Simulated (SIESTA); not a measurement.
The system is CuO (Tenorite).

```
CELL_PARAMETERS angstrom
2.34465 -1.71340 0.00000
2.34465 1.71340 0.00000
-0.86055 0.00000 5.05944
ATOMIC_POSITIONS crystal
Cu 0.49680 0.00320 0.50000
Cu 0.00320 0.49680 0.00000
O 0.40560 0.57140 0.75370
O 0.57140 0.40560 0.25370
```

* Program: SIESTA 5.4.2
* Task: single point
* Functional: PBEsol
* Potentials or basis: PseudoDojo 0.4 standard (PBEsol files)
* Basis: DZP (energy shift 0.003 Ry; two zetas on semicore shells)
* Grid cutoff: 800 Ry
* Energy shift: 0.003 Ry
* k mesh: 10 × 10 × 5
* Occupations: fermi-dirac, width 0.05 eV
* Spin: no spin polarisation

On this cell: pressure -1.5 GPa; largest force 0.783 eV/Å; band gap on the k mesh none (metal or under the smearing width).

The same run follows on a disturbed copy (atoms moved at random, drawn with an rms of 0.05 Å):

```
Cu O
1.0
     2.34465   -1.71340    0.00000
     2.34465    1.71340    0.00000
    -0.86055    0.00000    5.05944
Cu O
2 2
Direct
  0.50570 0.99000 0.49524
  0.01154 0.50101 0.99728
  0.40012 0.57752 0.76099
  0.57635 0.41408 0.25814
```

Problem. What changes?

Solution. The energy (extrapolated to zero smearing) moves by +19.8 meV/atom; pressure -0.6 GPa; largest force 1.600 eV/Å; band gap on the k mesh none (metal or under the smearing width).

Forces in eV/Å, atoms in the order of the input:
```
Cu  -0.220  0.238  0.891
Cu  -1.164  0.534  0.838
O    0.943 -0.710 -1.080
O    0.442 -0.064 -0.649
```

Stress tensor (GPa, compression positive):
```
 0.52 -0.05 -3.10
-0.05 -0.95  0.79
-3.10  0.79 -1.31
```

Caveats: short orbitals over semicore shells can move pressures by several GPa; the basis of atomic orbitals isn't converged, which shifts pressures, moduli and gaps; the run has no spin polarisation, though such a crystal can be magnetic; semilocal functionals often make such compounds metallic where correlation or magnetic order opens a gap, which also shifts bond lengths.
